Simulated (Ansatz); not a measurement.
The reference is SrF$_{2}$ in the fluorite structure (space group Fm-3m, No. 225; a = 5.857 Å). Axes: x, y, z lie along the cube axes.

Computed with DFT with PBE, PAW potentials and a 420 eV plane-wave cutoff in Ansatz (a program for electronic structure), no spin-orbit coupling.

Modification: the cell is stretched by 3.62 % along z with no lateral relaxation; the atoms relax in the strained cell.

Problem. Predict the stress tensor and what it implies for the stiffness.

Solution. Stress of the strained cell less that of the base (GPa, compression positive):
```
  -1.22    0.00    0.00
   0.00   -1.22    0.00
   0.00    0.00   -3.94
```

Then −Δσ_ii/ε with ε = 0.0362 gives secant stiffness values (nonlinear terms included at this strain): C33 ≈ 109 GPa, C13 ≈ 34 GPa and C23 ≈ 34 GPa.

As a check, the harmonic strain energy −½ V₀ Δσ:ε is 7.5 meV/atom; the computed energy rise is 7.6 meV/atom.

Stability against distortions was not tested.
